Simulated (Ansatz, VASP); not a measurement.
## AlNi3: VASP beside Ansatz

The input INCAR:

```
SYSTEM = AlNi3
ALGO     = Fast           ! electronic algorithm
EDIFF    = 1E-6           ! SCF threshold, eV
ENCUT    = 520            ! plane-wave cutoff, eV
GGA      = PE             ! functional
ISIF     = 2              ! what is computed and relaxed
ISMEAR   = -1             ! smearing method
ISPIN    = 2              ! spin polarisation
LASPH    = .True.         ! aspherical terms in the spheres
LCHARG   = .True.         ! write CHGCAR
LELF     = .True.         ! ELF
LMAXMIX  = 4              ! l up to which the mixer works
LORBIT   = 11             ! projections on sites
LREAL    = .False.        ! projectors in reciprocal space
LVHAR    = .True.       
LWAVE    = .False.        ! write WAVECAR
MAGMOM   = 0 1.5 1.5 1.5  ! initial moments
NBANDS   = 28             ! bands
NELM     = 150            ! most SCF steps
PREC     = Accurate       ! precision mode
SIGMA    = 0.03           ! smearing width, eV
```

File KPOINTS:

```
k-points
0
Gamma
  10 10 10
  0 0 0
```

Contents of POSCAR:

```
AlNi3
1.0
    3.5230547267      0.0000000000      0.0000000000
    0.0000000000      3.5230547267      0.0000000000
    0.0000000000      0.0000000000      3.5230547267
Al Ni
1 3
Direct
    0.0000000000      0.0000000000      0.0000000000
    0.0000000000      0.5000000000      0.5000000000
    0.5000000000      0.0000000000      0.5000000000
    0.5000000000      0.5000000000      0.0000000000
```

Input for Ansatz:

```yaml
crystal:
  lattice:
    - [3.5230547267, 0.0, 0.0]
    - [0.0, 3.5230547267, 0.0]
    - [0.0, 0.0, 3.5230547267]
  atoms:
    - { symbol: Al, position: [0.0, 0.0, 0.0] }
    - { symbol: Ni, position: [0.0, 0.5, 0.5], spin: 1.5 }
    - { symbol: Ni, position: [0.5, 0.0, 0.5], spin: 1.5 }
    - { symbol: Ni, position: [0.5, 0.5, 0.0], spin: 1.5 }
magnetization:
  spin_polarized: true
kpoints:
  mp_grid: { grid: [10, 10, 10] }
scf:
  occupations: { method: fermi_dirac, width: 0.03 }
  lower_state_search: "off"
hamiltonian:
  xc: pbe
  pseudopotentials: { kind: paw }
output:
  forces: true
  stress: true
  eigenvalues: true
```

Alike in both runs: task single point; functional PBE; k mesh 10 × 10 × 10; occupations fermi-dirac, width 0.03 eV; collinear spin.

```csv
,VASP,Ansatz
version,VASP 6.6.1,Ansatz 0.2.0
potentials or method,"VASP PAW PBE potentials, release 64 (Al, Ni)","PAW with Ansatz's default frozen-core files, scalar-relativistic"
plane-wave cutoff (eV),520,420
valence electrons in the cell,33,57
```

|  | VASP | Ansatz | Ansatz less VASP |
| --- | --- | --- | --- |
| pressure (GPa) | 7.2 | 7.3 | +0.07 |
| net moment per atom (μB) | 0.18 | 0.18 | +0.002 |
| size of the moment on the site where the two differ most (μB) | 0.26 | 0.27 | +0.016 |

Site moments also hang on the region over which each program counts them. With one functional, cell and mesh, what is left measures potentials, basis and numerics. The two sets of potentials don't hold the same shells in valence.
